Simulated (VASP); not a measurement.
KI: dielectric tensor with LDA

**Measured values to compare with.**

A printed reference work, monograph reports, for a bulk crystal of KI: high-frequency dielectric constant 2.65.

KI:

```
CELL_PARAMETERS angstrom
0.00000 3.56393 3.56393
3.56393 0.00000 3.56393
3.56393 3.56393 0.00000
ATOMIC_POSITIONS crystal
K 0.00000 0.00000 0.00000
I 0.50000 0.50000 0.50000
```

```yaml
Program: VASP 6.6.1
Task: dielectric tensor
Functional: LDA
Potentials_or_basis: VASP PAW LDA potentials, release 64 (K_sv, I)
Cutoff: 600 eV
k_mesh: 12 × 12 × 12
Occupations: gaussian, width 0.03 eV
Spin: no spin polarisation
Monkhorst-Pack_mesh: yes
Further_INCAR_settings: ALGO = Normal; EDIFF = 1e-08
```

```json
{
  "Electronic dielectric tensor (diagonal)": "2.91",
  "Born charges (mean of the diagonal)": "K +1.15; I -1.15 e"
}
```

Levels at points of the mesh, in eV from the valence-band top:
```tsv
k point	band 5	band 6	band 7	band 8	band 9	band 10	band 11	band 12
(0.04, 0.04, 0.04)	-10.52	-0.03	0.00	0.00	3.61	6.29	6.32	6.32
```

Electronic dielectric tensor:
```
2.91 0.00 0.00
0.00 2.91 0.00
0.00 0.00 2.91
```

Born effective charge tensors (e):
atom 1, K
```
1.15 0.00 0.00
0.00 1.15 0.00
0.00 0.00 1.15
```
atom 2, I
```
-1.15  0.00  0.00
 0.00 -1.15  0.00
 0.00  0.00 -1.15
```

It took 39 min on 1 thread of Intel(R) Xeon(R) 6975P-C (Granite Rapids) (shared host), peak memory 1.5 GiB.

A measured high-frequency dielectric constant of KI is 2.65 (a printed reference work, monograph); the calculated 2.91 misses it by +9.7 %.

The run has no spin-orbit coupling, so splittings on I are missing.
